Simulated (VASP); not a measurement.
# CsSnI3 (Pm-3m) in VASP: a series of runs, part 2 of 2

VASP 6.6.1.

**4. Single point, PBE, 47.78 Å³/atom (strain = -0.04)**

Input file INCAR:

```
PREC = Accurate
ENCUT = 520
EDIFF = 1E-6
ISMEAR = -1
SIGMA = 0.05
LREAL = F
LASPH = T
NELM = 60
ALGO = Normal
ISIF = 2
LWAVE = F
LCHARG = F
GGA = PE
NBANDS = 30
```

Input file KPOINTS:

```
Automatic mesh
0
Gamma
  4 4 4
```

Input file POSCAR:

```
CsSnI3
1.0
    6.2057000000     -0.1241140000      0.0000000000
   -0.1241140000      6.2057000000      0.0000000000
    0.0000000000      0.0000000000      6.2057000000
Cs I Sn
1 3 1
Direct
    0.0000000000      0.0000000000      0.0000000000
    0.5000000000      0.5000000000      0.0000000000
    0.5000000000      0.0000000000      0.5000000000
    0.0000000000      0.5000000000      0.5000000000
    0.5000000000      0.5000000000      0.5000000000
```

Launch:

```
$ cat potpaw_PBE.64/Cs_sv/POTCAR potpaw_PBE.64/I/POTCAR potpaw_PBE.64/Sn_d/POTCAR > POTCAR
$ mpirun -np 1 vasp_std > vasp.out
```

Run time: 95 s. Hardware: 1 thread of Intel Xeon Platinum 8488C (Sapphire Rapids), shared host; peak memory 0.4 GiB.

It converged, with:

| Item | Value |
| --- | --- |
| Free energy | -13.9410 eV |
| Pressure | 0.8 GPa |
| Band gap on the k mesh | 0.26 eV, direct |

Caveat: spin-orbit coupling is left out, which moves the levels of the heavy elements.

**5. Single point, PBE, 47.79 Å³/atom (strain = -0.02)**

INCAR is that of step 4.

KPOINTS is that of step 4.

Changes to POSCAR since step 4:

```diff
@@ -2,4 +2,4 @@
 1.0
-    6.2057000000     -0.1241140000      0.0000000000
-   -0.1241140000      6.2057000000      0.0000000000
+    6.2057000000     -0.0620570000      0.0000000000
+   -0.0620570000      6.2057000000      0.0000000000
     0.0000000000      0.0000000000      6.2057000000
```

Launch:

```
$ cat potpaw_PBE.64/Cs_sv/POTCAR potpaw_PBE.64/I/POTCAR potpaw_PBE.64/Sn_d/POTCAR > POTCAR
$ mpirun -np 1 vasp_std > vasp.out
```

It took 97 s on 1 thread of Intel Xeon Platinum 8488C (Sapphire Rapids), shared host; peak memory 0.4 GiB.

The run converged. Its results:

```yaml
Free_energy: -13.9453 eV
Pressure: 0.8 GPa
Band_gap_on_the_k_mesh: 0.28 eV, direct
```

Caveat: spin-orbit coupling is left out, which moves the levels of the heavy elements.

**6. Equation of state, r2SCAN, 46.72 Å³/atom (a relaxed cell with its volume scaled by 0.96)**

Input file INCAR:

```
SYSTEM = CsSnI3
  ALGO = Normal
  EDIFF = 1E-6
  ENCUT = 520
  ISIF = 2
  ISMEAR = 0
  KPAR = 2
  LASPH = .TRUE.
  LCHARG = .FALSE.
  LMIXTAU = .TRUE.
  LREAL = .FALSE.
  LWAVE = .FALSE.
  METAGGA = R2SCAN
  NELM = 80
  PREC = Accurate
  SIGMA = 0.02
```

Input file KPOINTS:

```
k-points
0
G
  4 4 4
  0 0 0
```

Input file POSCAR:

```
CsSnI3                                  
1.0
    6.1587225239      0.0000000000      0.0000000000
    0.0000000000      6.1587225239      0.0000000000
   -0.0000000000     -0.0000000000      6.1587225239
  Cs              I               Sn            
     1     3     1
Direct
     0.0000000000000000    0.0000000000000000    0.0000000000000000
     0.5000000000000000    0.5000000000000000    0.0000000000000000
     0.5000000000000000    0.0000000000000000    0.5000000000000000
     0.0000000000000000    0.5000000000000000    0.5000000000000000
     0.5000000000000000    0.5000000000000000    0.5000000000000000
```

Potentials or basis: VASP PAW PBE potentials, release 64 (Cs_sv, I, Sn_d).

Launch:

```
$ cat potpaw_PBE.64/Cs_sv/POTCAR potpaw_PBE.64/I/POTCAR potpaw_PBE.64/Sn_d/POTCAR > POTCAR
$ mpirun -np 2 vasp_std > vasp.out
```

It took 88 s on 2 MPI ranks of Intel Xeon 6975P-C (Granite Rapids), shared host; peak memory 0.4 GiB.

Results (log left out):

```yaml
Free_energy: -128.6077 eV
Pressure: 0.7 GPa
Band_gap_on_the_k_mesh: 0.31 eV, direct
```

Caveat: the PAW data sets were made with another functional, which shifts forces and pressure a little; spin-orbit coupling is left out, which moves the levels of the heavy elements.

**7. Equation of state, r2SCAN, 47.69 Å³/atom (a relaxed cell with its volume scaled by 0.98)**

INCAR is that of step 6.

KPOINTS is that of step 6.

Changes to POSCAR since step 6:

```diff
@@ -2,5 +2,5 @@
 1.0
-    6.1587225239      0.0000000000      0.0000000000
-    0.0000000000      6.1587225239      0.0000000000
-   -0.0000000000     -0.0000000000      6.1587225239
+    6.2011978146      0.0000000000      0.0000000000
+    0.0000000000      6.2011978146      0.0000000000
+   -0.0000000000     -0.0000000000      6.2011978146
   Cs              I               Sn
```

Launch:

```
$ cat potpaw_PBE.64/Cs_sv/POTCAR potpaw_PBE.64/I/POTCAR potpaw_PBE.64/Sn_d/POTCAR > POTCAR
$ mpirun -np 2 vasp_std > vasp.out
```

It took 92 s on 2 MPI ranks of Intel Xeon 6975P-C (Granite Rapids), shared host; peak memory 0.39 GiB.

Results (log left out):

```
Free energy            : -128.6256 eV
Pressure               : 0.4 GPa
Band gap on the k mesh : 0.41 eV, direct
```

Caveat: the PAW data sets were made with another functional, which shifts forces and pressure a little; spin-orbit coupling is left out, which moves the levels of the heavy elements.

**8. Equation of state, r2SCAN, 48.67 Å³/atom**

INCAR is that of step 7.

KPOINTS is that of step 7.

Changes to POSCAR since step 7:

```diff
@@ -2,5 +2,5 @@
 1.0
-    6.2011978146      0.0000000000      0.0000000000
-    0.0000000000      6.2011978146      0.0000000000
-   -0.0000000000     -0.0000000000      6.2011978146
+    6.2430990709      0.0000000000      0.0000000000
+    0.0000000000      6.2430990709      0.0000000000
+   -0.0000000000     -0.0000000000      6.2430990709
   Cs              I               Sn
```

Launch:

```
$ cat potpaw_PBE.64/Cs_sv/POTCAR potpaw_PBE.64/I/POTCAR potpaw_PBE.64/Sn_d/POTCAR > POTCAR
$ mpirun -np 2 vasp_std > vasp.out
```

Wall time 98 s (2 MPI ranks of Intel Xeon 6975P-C (Granite Rapids), shared host); peak memory 0.39 GiB.

The run converged. Its results:

```yaml
Free_energy: -128.6317 eV
Pressure: 0.0 GPa
Band_gap_on_the_k_mesh: 0.51 eV, direct
```

Caveat: the PAW data sets were made with another functional, which shifts forces and pressure a little; spin-orbit coupling is left out, which moves the levels of the heavy elements.

**9. Equation of state, r2SCAN, 49.64 Å³/atom (a relaxed cell with its volume scaled by 1.02)**

INCAR is that of step 8.

KPOINTS is that of step 8.

Changes to POSCAR since step 8:

```diff
@@ -2,5 +2,5 @@
 1.0
-    6.2430990709      0.0000000000      0.0000000000
-    0.0000000000      6.2430990709      0.0000000000
-   -0.0000000000     -0.0000000000      6.2430990709
+    6.2844453028      0.0000000000      0.0000000000
+    0.0000000000      6.2844453028      0.0000000000
+   -0.0000000000     -0.0000000000      6.2844453028
   Cs              I               Sn
```

Potentials or basis: VASP PAW PBE potentials, release 64 (Cs_sv, I, Sn_d).

Launch:

```
$ cat potpaw_PBE.64/Cs_sv/POTCAR potpaw_PBE.64/I/POTCAR potpaw_PBE.64/Sn_d/POTCAR > POTCAR
$ mpirun -np 2 vasp_std > vasp.out
```

Wall time 92 s (2 MPI ranks of Intel Xeon 6975P-C (Granite Rapids), shared host); peak memory 0.39 GiB.

It converged, with:

```yaml
Free_energy: -128.6270 eV
Pressure: -0.3 GPa
Band_gap_on_the_k_mesh: 0.60 eV, direct
```

Caveat: the PAW data sets were made with another functional, which shifts forces and pressure a little; spin-orbit coupling is left out, which moves the levels of the heavy elements.

**10. Equation of state, r2SCAN, 50.61 Å³/atom (a relaxed cell with its volume scaled by 1.04)**

INCAR is that of step 9.

KPOINTS is that of step 9.

Changes to POSCAR since step 9:

```diff
@@ -2,5 +2,5 @@
 1.0
-    6.2844453028      0.0000000000      0.0000000000
-    0.0000000000      6.2844453028      0.0000000000
-   -0.0000000000     -0.0000000000      6.2844453028
+    6.3252545326      0.0000000000      0.0000000000
+    0.0000000000      6.3252545326      0.0000000000
+   -0.0000000000     -0.0000000000      6.3252545326
   Cs              I               Sn
```

Launch:

```
$ cat potpaw_PBE.64/Cs_sv/POTCAR potpaw_PBE.64/I/POTCAR potpaw_PBE.64/Sn_d/POTCAR > POTCAR
$ mpirun -np 2 vasp_std > vasp.out
```

It took 92 s on 2 MPI ranks of Intel Xeon 6975P-C (Granite Rapids), shared host; peak memory 0.39 GiB.

Results (log left out):

```
Free energy            : -128.6129 eV
Pressure               : -0.6 GPa
Band gap on the k mesh : 0.68 eV, direct
```

Caveat: the PAW data sets were made with another functional, which shifts forces and pressure a little; spin-orbit coupling is left out, which moves the levels of the heavy elements.

**11. Equation of state, r2SCAN**

This run uses another cell than the first one, of 48.67 Å³/atom, 1.018 times its volume.

This step only gathers the single runs of the series.

What came out:

- Equilibrium volume: 48.71 Å³/atom
- Bulk modulus: 17.4 GPa
- Pressure derivative of the bulk modulus: 4.7 (rough: it moves with the points fitted)

Energy against volume, from the lowest point:
```csv
volume (Å³/atom),energy (meV/atom)
46.720,4.80
47.693,1.21
48.667,0.00
49.640,0.93
50.613,3.75
```

Caveat: the PAW data sets were made with another functional, which shifts forces and pressure a little.
